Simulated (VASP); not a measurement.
# GaAs: relaxed cell and band gap, by functional and dispersion

GaAs, F-43m (no. 216), 2 atoms in the cell.

| Functional | Dispersion | Volume (Å³/atom) | Change from the starting volume (fraction) | Gap, path and mesh (eV) | Time (s) |
|---|---|---|---|---|---|
| PBE+rVV10L | in the functional | 23.41 | 0.036 | 0.23 | 220 |
| PBE | MBD | 23.04 | 0.020 | 0.37 | 83 |
| optB88-vdW | in the functional | 23.67 | 0.048 | 0.02 | 220 |
| PBE | D4 | 22.73 | 0.006 | 0.47 | 44 |

## Input of the first row

INCAR.step1:
```
SYSTEM = GaAs
ALGO = Normal
BPARAM = 10
CPARAM = 0.0093
EDIFF = 1E-7
EDIFFG = -0.002
ENCUT = 600
GGA = PE
GGA_COMPAT = .FALSE.
IBRION = 2
ISIF = 3
ISMEAR = 0
IVDW_NL = 2
KPAR = 2
LASPH = .TRUE.
LCHARG = .FALSE.
LREAL = .FALSE.
LUSE_VDW = .TRUE.
LWAVE = .FALSE.
NELM = 150
NSW = 60
PREC = Accurate
SIGMA = 0.02
```

INCAR.step2, as INCAR.step1 but for:
```
- NSW = 60
+ NSW = 40
```

INCAR.step3, as INCAR.step2 but for:
```
- EDIFFG = -0.002
- IBRION = 2
- ISIF = 3
- NSW = 40
+ ISIF = 2
+ NBANDS = 16
```

KPOINTS:
```
k-points
0
Gamma
  6 6 6
```

KPOINTS_OPT:
```
path GXWKGLUWLK,UX
8
line-mode
reciprocal
 0.0000000000  0.0000000000  0.0000000000  G
 0.5000000000  0.0000000000  0.5000000000  X

 0.5000000000  0.0000000000  0.5000000000  X
 0.5000000000  0.2500000000  0.7500000000  W

 0.5000000000  0.2500000000  0.7500000000  W
 0.3750000000  0.3750000000  0.7500000000  K

 0.3750000000  0.3750000000  0.7500000000  K
 0.0000000000  0.0000000000  0.0000000000  G

 0.0000000000  0.0000000000  0.0000000000  G
 0.5000000000  0.5000000000  0.5000000000  L

 0.5000000000  0.5000000000  0.5000000000  L
 0.6250000000  0.2500000000  0.6250000000  U

 0.6250000000  0.2500000000  0.6250000000  U
 0.5000000000  0.2500000000  0.7500000000  W

 0.5000000000  0.2500000000  0.7500000000  W
 0.5000000000  0.5000000000  0.5000000000  L

 0.5000000000  0.5000000000  0.5000000000  L
 0.3750000000  0.3750000000  0.7500000000  K

 0.6250000000  0.2500000000  0.6250000000  U
 0.5000000000  0.0000000000  0.5000000000  X
```

POSCAR.step1:
```
GaAs
1.0
    0.0000000000      2.8268500000      2.8268500000
    2.8268500000      0.0000000000      2.8268500000
    2.8268500000      2.8268500000      0.0000000000
As Ga
1 1
Direct
    0.7500000000      0.7500000000      0.7500000000
    0.0000000000      0.0000000000      0.0000000000
```

Commands (each step's output is kept before the next begins):
```
cat potpaw_PBE.64/As/POTCAR potpaw_PBE.64/Ga_d/POTCAR > POTCAR
cp INCAR.step1 INCAR
cp POSCAR.step1 POSCAR
mpirun -np 2 vasp_std > vasp.out
cp CONTCAR POSCAR
rm WAVECAR CHG
cp INCAR.step2 INCAR
mpirun -np 2 vasp_std > vasp.out
cp CONTCAR POSCAR
rm WAVECAR CHG
cp INCAR.step3 INCAR
mpirun -np 2 vasp_std > vasp.out
```

Changes of the last row against the first:
```
(all steps)
- LUSE_VDW = True
- IVDW_NL = 2
- BPARAM = 10
- CPARAM = 0.0093
+ IVDW = 13
```

VASP 6.6.1 took 220 s on 2 cores (Intel Xeon Platinum 8375C @ 2.90GHz (Ice Lake)), a shared host.
